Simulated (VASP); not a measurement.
# C (C2/m) in VASP: further runs

Runs on C. Level: PBEsol. Tasks: single point.

Program: VASP 6.6.1. These are calculated values, not measurements. Logs are shortened: lines on timing, memory, paths and dates and some standing lists are left out, and cuts for length are marked.

### Step 1. The crystal as given

It takes space group C2/m (No. 12, monoclinic). The conventional cell has a = 4.255 Å, b = 2.457 Å, c = 3.765 Å, α = 90.00°, β = 111.49°, γ = 90.00°. C (site symmetry m) is surrounded by 3 C at 1.42 Å.

This is a stacking variant of graphite.

### Step 2. Single point, PBEsol

The input, INCAR:

```
  PREC = Accurate
  ENCUT = 460
  EDIFF = 1E-6
  ISMEAR = 0
  SIGMA = 0.05
  LREAL = F
  LASPH = T
  NELM = 100
  ALGO = Normal
  ISIF = 2
  LWAVE = F
  LCHARG = F
  GGA = PS
  ADDGRID = F
```

The input, KPOINTS:

```
regular mesh
0
Gamma
  11 11 7
```

The input, POSCAR:

```
C
1.0
    2.1273203072     -1.2282824400      0.0000000000
    2.1273203072      1.2282824400      0.0000000000
   -1.3790696309      0.0000000000      3.5028300786
C
2
Direct
    0.1666444700      0.1666444700      0.9999069600
    0.8333555300      0.8333555300      0.0000930400
```

Potentials or basis: VASP PAW PBE potentials, release 64 (C).

Run with:

```sh
$ cat potpaw_PBE.64/C/POTCAR > POTCAR
$ mpirun -np 1 vasp_std > vasp.out
```

OUTCAR:

```text
PREC = Accurate
   ENCUT = 460
   EDIFF = 1E-6
   ISMEAR = 0
   LREAL = F
   LASPH = T
   NELM = 100
   ISIF = 2
   GGA = PS

 Found    234 irreducible k-points:

 Following reciprocal coordinates:
            Coordinates               Weight
  0.000000  0.000000  0.000000      1.000000
  0.090909  0.000000 -0.000000      4.000000
  0.181818 -0.000000 -0.000000      4.000000
  0.272727 -0.000000  0.000000      4.000000
  0.363636  0.000000 -0.000000      4.000000
  0.454545  0.000000 -0.000000      4.000000
   k-points           NKPTS =    234   k-points in BZ     NKDIM =    234   number of bands    NBANDS=      8
   number of dos      NEDOS =    301   number of ions     NIONS =      2
   total plane-waves  NPLWV =   9072
   dimension x,y,z NGX =    18 NGY =   18 NGZ =   28
   dimension x,y,z NGXF=    36 NGYF=   36 NGZF=   56
   ions per type =               2
   NGX,Y,Z   is equivalent  to a cutoff of  12.18, 12.18, 12.37 a.u.
   NGXF,Y,Z  is equivalent  to a cutoff of  24.36, 24.36, 24.73 a.u.
 SYSTEM =  unknown system
   PREC   = accura    normal or accurate (medium, high low for compatibility)
   ISTART =      0    job   : 0-new  1-cont  2-samecut
   ICHARG =      2    charge: 1-file 2-atom 10-const
   ISPIN  =      1    spin polarized calculation?
   LNONCOLLINEAR =      F non collinear calculations
   LSORBIT =      F    spin-orbit coupling
   LASPH  =      T    aspherical Exc in radial PAW
   ENCUT  =  460.0 eV  33.81 Ry    5.81 a.u.   4.30  4.30  6.58*2*pi/ulx,y,z
   NELM   =    100;   NELMIN=  2; NELMDL= -5     # of ELM steps
   EDIFF  = 0.1E-05   stopping-criterion for ELM
   LREAL  =      F    real-space projection
   EDIFFG = 0.1E-04   stopping-criterion for IOM
   NSW    =      0    number of steps for IOM
   IBRION =     -1    ionic relax: 0-MD 1-quasi-New 2-CG
   NFREE  =      0    steps in history (QN), initial steepest desc. (CG)
   ISIF   =      2    stress and relaxation
   ISYM   =      2    0-nonsym 1-usesym 2-fastsym
   POTIM  = 0.5000    time-step for ionic-motion
   TEBEG  =    0.0;   TEEND  =   0.0 temperature during run
   PSTRESS=    0.0 pullay stress
   NELECT =       8.0000    total number of electrons
   NUPDOWN=      -1.0000    fix difference up-down
   EMIN   =  10.00;   EMAX   =-10.00  energy-range for DOS
   EFERMI =   0.00;   METHOD = LEGACY
   ISMEAR =     0;   SIGMA  =   0.05  broadening in eV -4-tet -1-fermi 0-gaus
   EFERMI_NEDOS =   21; number of points for ismear=-14 and -15
   IALGO  =     38    algorithm
   IMIX   =      4    mixing-type and parameters
     AMIX     =   0.40;   BMIX     =  1.00
     AMIX_MAG =   1.60;   BMIX_MAG =  1.00
  volume/ion in A,a.u.               =       9.15        61.77
  Fermi-wavevector in a.u.,A,eV,Ry     =   1.242352  2.347705 20.999765  1.543439
  Thomas-Fermi vector in A             =   2.376710
   LORBIT       =      0    0 simple, 1 ext, 2 COOP (PROOUT), +10 PAW based schemes
   GGA     = PS    functional components
   LHFCALC =     F    Hartree Fock is set to
   AEXX    =    0.0000 exact exchange contribution
   IVDW    =     0    specifies the selected vdW correction
   LEPSILON=     F    determine dielectric tensor
   LRPA    =     F    only Hartree local field effects (RPA)
 non-spin polarized calculation
 Gauss-broadening in eV      SIGMA  =   0.05
  energy-cutoff  :      460.00
  volume of cell :       18.31
 maximum number of plane-waves:       423
 NGX is ok and might be reduce to    18
   NGX =  9   NGY =  9   NGZ = 13

 number of electron       8.0000000 magnetization

 Free energy of the ion-electron system (eV)
  ---------------------------------------------------
  ext. energy  EPLUGINS =         0.00000000
  ---------------------------------------------------
  free energy    TOTEN  =       -19.29327866 eV

  energy without entropy =      -19.29327866  energy(sigma->0) =      -19.29327866

 E-fermi :   4.0182     XC(G=0): -10.2648

 val. band max:        3.8055361469   @ k =  -0.2727   0.3636   0.1429
 cond. band min:       4.9293997590   @ k =  -0.2727   0.3636   0.1429
 fundamental gap:      1.1238636121
 Fermi energy:         4.0182340152

 k-point     1 :       0.0000    0.0000    0.0000
  band No.  band energies     occupation
      1     -15.3721      2.00000
      2      -2.5744      2.00000
      3       1.3181      2.00000
      4       1.3217      2.00000
      5       7.9892      0.00000
      6      12.6933      0.00000
      7      12.6955      0.00000
      8      15.8381      0.00000

 k-point     2 :       0.0909    0.0000   -0.0000
  band No.  band energies     occupation
      1     -15.1723      2.00000
      2      -2.3627      2.00000
      3       0.5481      2.00000
      4       0.9165      2.00000
      5       8.2708      0.00000
      6      12.7804      0.00000
      7      13.5293      0.00000
      8      15.1463      0.00000

 k-point     3 :       0.1818   -0.0000   -0.0000
  band No.  band energies     occupation
      1     -14.5757      2.00000
      2      -1.7333      2.00000
      3      -1.3463      2.00000
      4       0.0086      2.00000
      5       9.1119      0.00000
      6      12.7236      0.00000
      7      13.3657      0.00000
      8      15.6976      0.00000

 k-point     4 :       0.2727   -0.0000    0.0000
  band No.  band energies     occupation
      1     -13.5916      2.00000
      2      -3.7084      2.00000
      3      -0.9411      2.00000
      4      -0.7094      2.00000
      5      10.4424      0.00000
      6      11.0360      0.00000
      7      12.4669      0.00000
      8      18.6240      0.00000

 k-point     5 :       0.3636    0.0000   -0.0000
  band No.  band energies     occupation
      1     -12.2398      2.00000
      2      -6.1259      2.00000
      3      -1.6664      2.00000
      4       0.6315      2.00000
      5       8.5227      0.00000
      6      12.0250      0.00000
      7      12.5409      0.00000
      8      19.3897      0.00000

 k-point     6 :       0.4545    0.0000   -0.0000
  band No.  band energies     occupation
      1     -10.5887      2.00000
      2      -8.3458      2.00000
      3      -2.0511      2.00000
      4       1.9508      2.00000
      5       6.5932      0.00000
      6      11.9371      0.00000
      7      14.7370      0.00000
      8      17.2576      0.00000

 [... further k-points ...]

------------------------ aborting loop because EDIFF is reached ----------------------------------------

  FORCE on cell =-STRESS in cart. coord.  units (eV):
  Direction    XX          YY          ZZ          XY          YZ          ZX
  --------------------------------------------------------------------------------------
  -------------------------------------------------------------------------------------
  Total        0.2185717      0.2152908      0.0066244      0.0000000      0.0000000     -0.0036410
  in kB       19.1304130     18.8432524      0.5798015      0.0000000      0.0000000     -0.3186747
  external PRESSURE =      12.8511556 kB  Pullay stress =       0.0000000 kB

 VOLUME and BASIS-vectors are now :
 -----------------------------------------------------------------------------
  energy-cutoff  :      460.00
  volume of cell :       18.31
      direct lattice vectors                 reciprocal lattice vectors
     2.127320307 -1.228282440  0.000000000     0.235037478 -0.407072497  0.092534619
     2.127320307  1.228282440  0.000000000     0.235037478  0.407072497  0.092534619
    -1.379069631  0.000000000  3.502830079     0.000000000  0.000000000  0.285483446

 POSITION                                       TOTAL-FORCE (eV/Angst)
 -----------------------------------------------------------------------------------
     -0.66993      0.00000      3.50250        -0.004949      0.000000      0.003465
      3.54550      0.00000      0.00033         0.004949      0.000000     -0.003465
 -----------------------------------------------------------------------------------
    total drift:                               -0.000000     -0.000000      0.000000

  FREE ENERGIE OF THE ION-ELECTRON SYSTEM (eV)
  ---------------------------------------------------
  free  energy   TOTEN  =       -19.2932786569 eV

  energy  without entropy=      -19.2932786569  energy(sigma->0) =      -19.29327866
```

Run time: 19 s. Hardware: 1 thread of Intel Xeon Platinum 8488C (Sapphire Rapids), shared host; peak memory 0.13 GiB.

These settings aren't checked as converged: the numbers below hold their error.

What came out:

```yaml
Free_energy: -19.2933 eV
Pressure: 1.3 GPa
Largest_force: 0.006 eV/Å
Band_gap_on_the_k_mesh: 1.12 eV, direct
```

Caveat: the cutoff is under 1.25 times the usual one of these potentials, so pressure, stress and relaxed cells hold a basis-set (Pulay) error; the PAW data sets were made with another functional, which shifts forces and pressure a little; an odd mesh through Γ misses points on the zone boundary, where band edges often lie; this functional lacks dispersion, which binds the layers, so the pressure and a relaxed spacing across them are unreliable.

### Step 3. Single point, PBEsol

INCAR, as its differences from that of step 2:

```diff
@@ -3,3 +3,3 @@
   EDIFF = 1E-6
-  ISMEAR = 0
+  ISMEAR = -5
   SIGMA = 0.05
```

KPOINTS is that of step 2.

POSCAR is that of step 2.

Potentials or basis: VASP PAW PBE potentials, release 64 (C).

Run with:

```sh
$ cat potpaw_PBE.64/C/POTCAR > POTCAR
$ mpirun -np 1 vasp_std > vasp.out
```

Wall time 19 s (1 thread of Intel Xeon Platinum 8488C (Sapphire Rapids), shared host); peak memory 0.13 GiB.

These settings aren't checked as converged: the numbers below hold their error.

Results:

- Free energy: -19.2933 eV
- Pressure: 1.3 GPa
- Largest force: 0.006 eV/Å
- Band gap on the k mesh: 1.12 eV, direct

Caveat: the cutoff is under 1.25 times the usual one of these potentials, so pressure, stress and relaxed cells hold a basis-set (Pulay) error; the PAW data sets were made with another functional, which shifts forces and pressure a little; an odd mesh through Γ misses points on the zone boundary, where band edges often lie; this functional lacks dispersion, which binds the layers, so the pressure and a relaxed spacing across them are unreliable.

### Step 4. Single point, PBEsol

INCAR, as its differences from that of step 3:

```diff
@@ -1,5 +1,5 @@
   PREC = Accurate
-  ENCUT = 460
+  ENCUT = 520
   EDIFF = 1E-6
-  ISMEAR = -5
+  ISMEAR = 0
   SIGMA = 0.05
```

KPOINTS is that of step 3.

POSCAR is that of step 3.

Potentials or basis: VASP PAW PBE potentials, release 64 (C).

Run with:

```sh
$ cat potpaw_PBE.64/C/POTCAR > POTCAR
$ mpirun -np 1 vasp_std > vasp.out
```

OUTCAR:

```text
PREC = Accurate
   ENCUT = 520
   EDIFF = 1E-6
   ISMEAR = 0
   LREAL = F
   LASPH = T
   NELM = 100
   ISIF = 2
   GGA = PS

 Found    234 irreducible k-points:

 Following reciprocal coordinates:
            Coordinates               Weight
  0.000000  0.000000  0.000000      1.000000
  0.090909  0.000000 -0.000000      4.000000
  0.181818 -0.000000 -0.000000      4.000000
  0.272727 -0.000000  0.000000      4.000000
  0.363636  0.000000 -0.000000      4.000000
  0.454545  0.000000 -0.000000      4.000000
   k-points           NKPTS =    234   k-points in BZ     NKDIM =    234   number of bands    NBANDS=      8
   number of dos      NEDOS =    301   number of ions     NIONS =      2
   total plane-waves  NPLWV =   9072
   dimension x,y,z NGX =    18 NGY =   18 NGZ =   28
   dimension x,y,z NGXF=    36 NGYF=   36 NGZF=   56
   ions per type =               2
   NGX,Y,Z   is equivalent  to a cutoff of  12.18, 12.18, 12.37 a.u.
   NGXF,Y,Z  is equivalent  to a cutoff of  24.36, 24.36, 24.73 a.u.
 SYSTEM =  unknown system
   PREC   = accura    normal or accurate (medium, high low for compatibility)
   ISTART =      0    job   : 0-new  1-cont  2-samecut
   ICHARG =      2    charge: 1-file 2-atom 10-const
   ISPIN  =      1    spin polarized calculation?
[... 59 lines left out ...]
 Fermi energy:         4.0156854774

 k-point     1 :       0.0000    0.0000    0.0000
  band No.  band energies     occupation
      1     -15.3717      2.00000
      2      -2.5738      2.00000
      3       1.3181      2.00000
      4       1.3217      2.00000
      5       7.9890      0.00000
      6      12.6908      0.00000
      7      12.6931      0.00000
      8      15.8273      0.00000
[... 45 lines left out ...]
 k-point     6 :       0.4545    0.0000   -0.0000
  band No.  band energies     occupation
      1     -10.5881      2.00000
      2      -8.3451      2.00000
      3      -2.0506      2.00000
      4       1.9506      2.00000
      5       6.5922      0.00000
      6      11.9371      0.00000
      7      14.7354      0.00000
      8      17.2546      0.00000

 [... further k-points ...]

------------------------ aborting loop because EDIFF is reached ----------------------------------------

  FORCE on cell =-STRESS in cart. coord.  units (eV):
  Direction    XX          YY          ZZ          XY          YZ          ZX
  --------------------------------------------------------------------------------------
  -------------------------------------------------------------------------------------
  Total        0.2456448      0.2421512      0.0428386      0.0000000      0.0000000     -0.0038407
  in kB       21.4999727     21.1941986      3.7494365      0.0000000      0.0000000     -0.3361593
  external PRESSURE =      15.4812026 kB  Pullay stress =       0.0000000 kB

 VOLUME and BASIS-vectors are now :
 -----------------------------------------------------------------------------
  energy-cutoff  :      520.00
  volume of cell :       18.31
      direct lattice vectors                 reciprocal lattice vectors
     2.127320307 -1.228282440  0.000000000     0.235037478 -0.407072497  0.092534619
     2.127320307  1.228282440  0.000000000     0.235037478  0.407072497  0.092534619
    -1.379069631  0.000000000  3.502830079     0.000000000  0.000000000  0.285483446

 POSITION                                       TOTAL-FORCE (eV/Angst)
 -----------------------------------------------------------------------------------
     -0.66993      0.00000      3.50250        -0.004918      0.000000      0.003544
      3.54550      0.00000      0.00033         0.004918      0.000000     -0.003544
 -----------------------------------------------------------------------------------
    total drift:                               -0.000000     -0.000000      0.000000

  FREE ENERGIE OF THE ION-ELECTRON SYSTEM (eV)
  ---------------------------------------------------
  free  energy   TOTEN  =       -19.2899095274 eV

  energy  without entropy=      -19.2899095274  energy(sigma->0) =      -19.28990953
```

OSZICAR:

```text
N       E                     dE             d eps       ncg     rms          rms(c)
DAV:   1    -0.795764653737E+00   -0.79576E+00   -0.43265E+03  3896   0.887E+02
DAV:   2    -0.202839270325E+02   -0.19488E+02   -0.18421E+02  5832   0.113E+02
DAV:   3    -0.205079360883E+02   -0.22401E+00   -0.22401E+00  4592   0.142E+01
DAV:   4    -0.205086980271E+02   -0.76194E-03   -0.76194E-03  6192   0.814E-01
DAV:   5    -0.205086982828E+02   -0.25569E-06   -0.25569E-06  4568   0.120E-02    0.644E+00
DAV:   6    -0.195844510530E+02    0.92425E+00   -0.99043E-01  4400   0.700E+00    0.373E+00
DAV:   7    -0.192883862372E+02    0.29606E+00   -0.10411E+00  4936   0.715E+00    0.963E-01
DAV:   8    -0.192898730388E+02   -0.14868E-02   -0.10353E-02  4592   0.897E-01    0.728E-02
DAV:   9    -0.192898220232E+02    0.51016E-04   -0.34193E-04  5408   0.150E-01    0.477E-02
DAV:  10    -0.192899093727E+02   -0.87349E-04   -0.12203E-04  4080   0.898E-02    0.188E-02
DAV:  11    -0.192899095274E+02   -0.15476E-06   -0.32305E-06  5408   0.131E-02
   1 F= -.19289910E+02 E0= -.19289910E+02  d E =-.249460E-11
```

stdout:

```text
POSCAR found type information on POSCAR C
 POSCAR found :  1 types and       2 ions
 scaLAPACK will be used
 -----------------------------------------------------------------------------
|                                                                             |
|                                                                             |
|     You enforced a specific xc type in the INCAR file but a different       |
|     I HOPE YOU KNOW WHAT YOU ARE DOING!                                     |
|                                                                             |
 -----------------------------------------------------------------------------

 LDA part: xc-table for (Slater+PW92), standard interpolation
 POSCAR, INCAR and KPOINTS ok, starting setup
 FFT: planning ... GRIDC
 FFT: planning ... GRID_SOFT
 FFT: planning ... GRID
 WAVECAR not read
 entering main loop
```

Wall time 25 s (1 thread of Intel Xeon Platinum 8488C (Sapphire Rapids), shared host); peak memory 0.14 GiB.

The run converged, but some of its settings lie outside the range that counts as converged, so its numbers aren't taken as properties of the crystal.

Results:

```
Free energy            : -19.2899 eV
Pressure               : 1.5 GPa
Largest force          : 0.006 eV/Å
Band gap on the k mesh : 1.12 eV, direct
```

Caveat: the PAW data sets were made with another functional, which shifts forces and pressure a little; an odd mesh through Γ misses points on the zone boundary, where band edges often lie; this functional lacks dispersion, which binds the layers, so the pressure and a relaxed spacing across them are unreliable.

### Step 5. Single point, PBEsol

INCAR, as its differences from that of step 4:

```diff
@@ -1,2 +1,2 @@
-  PREC = Accurate
+  PREC = Low
   ENCUT = 520
```

KPOINTS is that of step 4.

POSCAR is that of step 4.

Run with:

```sh
$ cat potpaw_PBE.64/C/POTCAR > POTCAR
$ mpirun -np 1 vasp_std > vasp.out
```

Run time: 15 s. Hardware: 1 thread of Intel Xeon Platinum 8488C (Sapphire Rapids), shared host; peak memory 0.12 GiB.

The run converged, but some of its settings lie outside the range that counts as converged, so its numbers aren't taken as properties of the crystal.

What came out:

- Free energy: -19.2902 eV
- Pressure: 1.5 GPa
- Largest force: 0.004 eV/Å
- Band gap on the k mesh: 1.12 eV, direct

Caveat: the PAW data sets were made with another functional, which shifts forces and pressure a little; an odd mesh through Γ misses points on the zone boundary, where band edges often lie; this functional lacks dispersion, which binds the layers, so the pressure and a relaxed spacing across them are unreliable.

### Step 6. Single point, PBEsol

INCAR, as its differences from that of step 5:

```diff
@@ -1,2 +1,2 @@
-  PREC = Low
+  PREC = Normal
   ENCUT = 520
```

KPOINTS is that of step 5.

POSCAR is that of step 5.

Potentials or basis: VASP PAW PBE potentials, release 64 (C).

Run with:

```sh
$ cat potpaw_PBE.64/C/POTCAR > POTCAR
$ mpirun -np 1 vasp_std > vasp.out
```

Run time: 15 s. Hardware: 1 thread of Intel Xeon Platinum 8488C (Sapphire Rapids), shared host; peak memory 0.13 GiB.

These settings aren't checked as converged: the numbers below hold their error.

Results:

```
Free energy            : -19.2899 eV
Pressure               : 1.6 GPa
Largest force          : 0.006 eV/Å
Band gap on the k mesh : 1.12 eV, direct
```

Caveat: the PAW data sets were made with another functional, which shifts forces and pressure a little; an odd mesh through Γ misses points on the zone boundary, where band edges often lie; this functional lacks dispersion, which binds the layers, so the pressure and a relaxed spacing across them are unreliable.
